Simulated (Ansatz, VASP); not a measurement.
Given: the input of a run of VASP 6.6.1 on Bi.

File INCAR:

```
SYSTEM = Bi
  ALGO = Normal
  EDIFF = 1E-7
  ENCUT = 520
  GGA = PE
  ISIF = 2
  ISMEAR = -1
  LASPH = .True.
  LCHARG = .False.
  LREAL = .False.
  LWAVE = .False.
  NBANDS = 22
  NELM = 100
  PREC = Accurate
  SIGMA = 0.05
```

Contents of KPOINTS:

```
k-points
0
Gamma
  7 7 7
  0 0 0
```

File POSCAR:

```
Bi
1.0
    2.2825169939      1.3178118009      3.9640802302
   -2.2825169939      1.3178118009      3.9640802302
    0.0000000000     -2.6356236018      3.9640802302
Bi
2
Direct
    0.7660000000      0.7660000000      0.7660000000
    0.2340000000      0.2340000000      0.2340000000
```

Potentials or basis: VASP PAW PBE potentials, release 64 (Bi_d).

Run with:

```console
$ cat potpaw_PBE.64/Bi_d/POTCAR > POTCAR
$ mpirun -np 1 vasp_std > vasp.out
```

Translate it to Ansatz 0.2.0. Potentials there: Ansatz PAW.

As run (the cutoff follows the program's own potentials):

Contents of input.yaml:

```yaml
crystal:
  lattice:
    - [2.2825169939, 1.3178118009, 3.9640802302]
    - [-2.2825169939, 1.3178118009, 3.9640802302]
    - [0.0, -2.6356236018, 3.9640802302]
  atoms:
    - { symbol: Bi, position: [0.766, 0.766, 0.766] }
    - { symbol: Bi, position: [0.234, 0.234, 0.234] }
hamiltonian:
  xc: pbe
  pseudopotentials: { kind: paw }
kpoints:
  mp_grid: { grid: [7, 7, 7] }
scf:
  occupations: { method: fermi_dirac, width: 0.05 }
output:
  forces: true
  stress: true
  eigenvalues: true
```

Potentials or basis: Ansatz PAW.

Run with:

```console
$ ansatz run input.yaml --threads 1 --pin off --max-ram 3584MiB --backend cpu --events-out ev --progress --plain --runs-dir out
```

Both were run:

|  | VASP | Ansatz | Ansatz less VASP |
| --- | --- | --- | --- |
| gap on the k mesh at the Fermi level (eV) | 0.26 | 0.25 | -0.001 |
| least direct gap on the mesh (eV) | 0.52 | 0.52 | +0.002 |
| pressure (GPa) | 1.0 | 1.1 | +0.06 |
| rms of the force components (eV/Å) | 0.067 | 0.063 | -0.0035 |

Atom by atom the forces differ by 0.004 eV/Å (rms over components).

Caveats: spin-orbit coupling is left out, which as a rule narrows the gap of such compounds by several tenths of an eV; an odd mesh through Γ misses points on the zone boundary, where band edges often lie (VASP); odd divisions of the mesh miss points on the zone boundary, where band edges often lie, so the gap on the mesh can be too wide (Ansatz).
